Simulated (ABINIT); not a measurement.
The system is B.

```
B
1.0
     1.88524    0.00000    0.00000
     0.00000    1.88524    0.00000
     0.00000    0.00000    1.88524
B
1
Direct
  0.50000 0.50000 0.50000
```

The cell was built by a generator and needn't be a form met in nature.

Base run:

| Item | Value |
| --- | --- |
| Program | ABINIT 10.8.3 (patched build) |
| Functional | PW91 |
| Potentials or basis | JTH PAW PBE v2.0 |
| Cutoff | 490 eV |
| k mesh | 14 × 14 × 14 |
| Occupations | fermi-dirac, width 0.05 eV |
| Spin | no spin polarisation |

Its results: band gap on the k mesh none (metal or under the smearing width); pressure 0.9 GPa.

Task: The run is repeated on the same cell with these changes: functional from PW91 to WC. What comes out?

Result: Band gap on the k mesh none (metal or under the smearing width); pressure -1.9 GPa.

WC binds more tightly than PW91, so the same cell stands under less pressure.

Caveats: the PAW data sets were made with another functional, which shifts forces and pressure a little.
